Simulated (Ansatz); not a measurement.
**NaBr: biaxial strain +2.76 %, plane normal [001], relaxed out of plane**

Base system: NaBr in the rock salt structure (space group Fm-3m, No. 225; a = 6.036 Å). Axes: x, y, z lie along the cube axes.

Perturbation: biaxial strain +2.76 %, plane normal [001], relaxed out of plane (Cartesian); in-plane vectors clamped, the third vector and the atoms free.

Method: PBE (Ansatz, a first-principles code, PAW, no spin-orbit coupling). Γ-centred 10×10×10 mesh, Fermi–Dirac width 0.05 eV.

The volume per atom goes up by 1.15 Å³, from 27.49 Å³ to 28.64 Å³ and the space group goes from Fm-3m (No. 225) to I4/mmm (No. 139). The shortest interatomic distance falls by 0.041 Å (3.018 Å → 2.977 Å) and the energy goes up by 5.0 meV/atom. The pressure (mean of the normal stresses, compression positive) goes from zero to -6.5 kbar and the band gap shrinks by 0.122 eV, from 4.07 eV to 3.94 eV. The gap character remains direct at Γ and the electron mass goes from 0.32 mₑ (at Γ) to 0.33 mₑ (at Γ). The valence-band top at Γ (three highest levels, from the VBM) changes from 0.00, 0.00, 0.00 eV to 0.00, 0.00, -0.05 eV and the out-of-plane strain comes out as -1.34 %. The ratio −ε⊥/ε∥ comes out as 0.49 and the mean in-plane stress (compression positive) is -1.0 GPa.

Final structure (turned so that z lies along the plane normal):

```
CELL_PARAMETERS angstrom
      4.38588     0.00000     0.00000
      0.00000     4.38588     0.00000
      2.19294    -2.19294     2.97747
ATOMIC_POSITIONS crystal
  Br 0.00000 0.00000 0.00000
  Na 0.50000 0.50000 0.00000
```

Masses are band curvatures over ±0.01 Å⁻¹ around the edge. Stability against distortions was not tested. Labels are those of the standard path for the cell's own space group.
